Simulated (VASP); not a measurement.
Write the native input for VASP 6.6.1 that does the following.

| Quantity | Value |
| --- | --- |
| Task | band structure |
| Functional | TPSS |
| Potentials or basis | VASP PAW PBE potentials, release 64 (N, B) |
| Cutoff | 520 eV |
| k mesh | 13 × 13 × 13 |
| Occupations | fermi-dirac, width 0.05 eV |
| Spin | no spin polarisation |
| Further INCAR settings | ALGO = Normal; EDIFF = 1e-06 |

The structure of BN lies in POSCAR:

```
BN
1.0
    0.0000000000      1.8130010000      1.8130010000
    1.8130010000      0.0000000000      1.8130010000
    1.8130010000      1.8130010000      0.0000000000
N B
1 1
Direct
    0.2500000000      0.2500000000      0.2500000000
    0.0000000000      0.0000000000      0.0000000000
```

The cell is a database's computed one.

The input as run:

INCAR

```
  ALGO = Normal
  EDIFF = 1E-6
  ENCUT = 520
  ISIF = 2
  ISMEAR = -1
  LASPH = True
  LCHARG = False
  LMIXTAU = True
  LREAL = False
  LWAVE = False
  METAGGA = TPSS
  NELM = 60
  PREC = Accurate
  SIGMA = 0.05
```

KPOINTS

```
k-points
0
Gamma
  13 13 13
```

KPOINTS_OPT

```
path GXWKGLUWLK,UX
15
line-mode
reciprocal
 0.0000000000  0.0000000000  0.0000000000  G
 0.5000000000  0.0000000000  0.5000000000  X

 0.5000000000  0.0000000000  0.5000000000  X
 0.5000000000  0.2500000000  0.7500000000  W

 0.5000000000  0.2500000000  0.7500000000  W
 0.3750000000  0.3750000000  0.7500000000  K

 0.3750000000  0.3750000000  0.7500000000  K
 0.0000000000  0.0000000000  0.0000000000  G

 0.0000000000  0.0000000000  0.0000000000  G
 0.5000000000  0.5000000000  0.5000000000  L

 0.5000000000  0.5000000000  0.5000000000  L
 0.6250000000  0.2500000000  0.6250000000  U

 0.6250000000  0.2500000000  0.6250000000  U
 0.5000000000  0.2500000000  0.7500000000  W

 0.5000000000  0.2500000000  0.7500000000  W
 0.5000000000  0.5000000000  0.5000000000  L

 0.5000000000  0.5000000000  0.5000000000  L
 0.3750000000  0.3750000000  0.7500000000  K

 0.6250000000  0.2500000000  0.6250000000  U
 0.5000000000  0.0000000000  0.5000000000  X
```

Potentials or basis: VASP PAW PBE potentials, release 64 (N, B).

The run is started by

```bash
$ cat potpaw_PBE.64/N/POTCAR potpaw_PBE.64/B/POTCAR > POTCAR
$ mpirun -np 1 vasp_std > vasp.out
```

It gave:

```json
{
  "Pressure": "-0.2 GPa",
  "Band gap on the k mesh": "4.53 eV, indirect (least direct gap 9.21 eV)",
  "Band gap along the path": "4.45 eV, indirect (least direct gap 9.21 eV)"
}
```

Caveat: the PAW data sets were made with another functional, which shifts forces and pressure a little.

Wall time 94 s on 1 thread of Intel(R) Xeon(R) Platinum 8259CL CPU @ 2.50GHz (Skylake/Cascade Lake) (shared host), peak memory 0.13 GiB.
